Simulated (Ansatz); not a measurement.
## AlGa₃N₄: rigid cleavage

Method: Ansatz, DFT r2SCAN, scalar-relativistic, plane waves, PAW. Cutoff 500 eV, Γ-centred 7×4×3 k-points, Gaussian smearing of 0.05 eV. No spin polarisation. Energies are free energies at this smearing, counted from the undisturbed cell; pressure is positive in compression.

Zero of the scan (relaxed at this level; it needn't be the usual structure):

```xyz
16
Lattice="0.0000 -3.1634 0.0000 0.0037 0.0000 -5.4770 10.2778 0.0000 0.0000" Properties=species:S:1:pos:R:3 pbc="T T T"
Al    8.6926   -1.5817   -1.8222
Al    3.5537   -1.5817   -1.8222
Ga    0.9782   -1.5817   -3.6419
Ga    6.1171   -1.5817   -3.6418
Ga    0.9768    0.0000   -0.9231
Ga    6.1157    0.0000   -0.9231
Ga    3.5518    0.0000   -4.5668
Ga    8.6907    0.0000   -4.5667
N     9.3045   -1.5817   -3.6115
N     4.1655   -1.5817   -3.6115
N     9.2920    0.0000   -0.9533
N     4.1531    0.0000   -0.9534
N     1.6010    0.0000   -4.5667
N     6.7399    0.0000   -4.5667
N     1.6583   -1.5817   -1.8224
N     6.7972   -1.5817   -1.8223
```

The cut lies on the cell's a–b face, a (1 0 0) plane (indices in the standard cell, whose axes needn't be the Cartesian ones shown) of area 17.33 Å², between layers 1.95 Å apart. Vector c is lengthened by d along the normal with the atoms' Cartesian places fixed: one unrelaxed cut a cell.

| d (Å) | energy (J/m²) |
| --- | --- |
| 0.00 | 0.00 |
| 0.50 | 1.59 |
| 1.00 | 3.69 |
| 2.00 | 6.18 |
| 3.00 | 6.91 |
| 6.00 | 7.14 |

Question: Predict the traction dE/dd (GPa) at each point.

Answer:
```csv
d (Å),traction dE/dd (GPa)
0.00,0.0
0.50,44.4
1.00,37.3
2.00,13.9
3.00,2.9
6.00,0.2
```

Cost: 6 runs of about 21 core-minutes in all, on Intel Xeon Processor @ 2.50GHz (Skylake/Cascade Lake) (shared hosts).